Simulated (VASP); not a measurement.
The system is ZrS2.

```
Zr S
1.0
     3.69138    0.00000    0.00000
    -1.84569    3.19683    0.00000
     0.00000    0.00000    6.04108
Zr S
1 2
Cartesian
  0.0000 0.0000 0.0000
  1.8457 1.0656 4.6038
  0.0000 2.1312 1.4372
```

The cell is a database's computed one.

* Program: VASP 6.6.1
* Task: relaxation of cell and atoms
* Functional: PBEsol
* Potentials or basis: VASP PAW PBE potentials, release 64 (Zr_sv, S)
* Cutoff: 580 eV
* k mesh: 9 × 9 × 6
* Occupations: gaussian, width 0.02 eV
* Spin: no spin polarisation

At the start: pressure -2.5 GPa; volume 23.76 Å³/atom.

Task: How do energy, volume and symmetry change on relaxing?

Result: Over 18 steps the energy falls by 8.0 meV/atom and the volume is 22.36 Å³/atom (-5.9 %); space group P-3m1 (No. 164, to 0.05 Å).

The path:
```
step  energy change (eV)  largest force (eV/Å)  pressure (GPa)  volume (Å³)
   1              0.0000                0.1349           -2.47        71.29
   2              0.0030                0.5412            3.12        67.58
   3             -0.0165                0.1769            0.07        69.48
   4             -0.0201                0.0945           -0.01        69.31
   5             -0.0209                0.0390           -0.07        69.19
   6             -0.0210                0.0297           -0.08        69.18
   7             -0.0212                0.0350           -0.03        69.05
   8             -0.0218                0.0515            0.14        68.67
   9             -0.0224                0.0845            0.48        67.91
  10             -0.0225                0.0824            0.47        67.89
  11             -0.0227                0.0764            0.43        67.85
  12             -0.0230                0.0639            0.36        67.76
  13             -0.0235                0.0395            0.23        67.59
  14             -0.0240                0.0091           -0.04        67.25
  15             -0.0240                0.0154           -0.07        67.20
  16             -0.0240                0.0135           -0.06        67.22
  17             -0.0240                0.0112           -0.05        67.18
  18             -0.0241                0.0044            0.00        67.07
```

Final structure:
```cif
data_structure
_symmetry_space_group_name_H-M 'P 1'
_symmetry_Int_Tables_number 1
_cell_length_a 3.6272
_cell_length_b 3.6272
_cell_length_c 5.8865
_cell_angle_alpha 90.000
_cell_angle_beta 90.000
_cell_angle_gamma 120.000
_cell_volume 67.07
loop_
_atom_site_label
_atom_site_type_symbol
_atom_site_fract_x
_atom_site_fract_y
_atom_site_fract_z
_atom_site_occupancy
Zr1 Zr 0.00000 0.00000 0.00000 1
S1 S 0.66667 0.33333 0.75285 1
S2 S 0.33333 0.66667 0.24715 1
```

Caveat: the PAW data sets were made with another functional, which shifts forces and pressure a little; this functional lacks dispersion, which binds the layers, so the pressure and a relaxed spacing across them are unreliable.
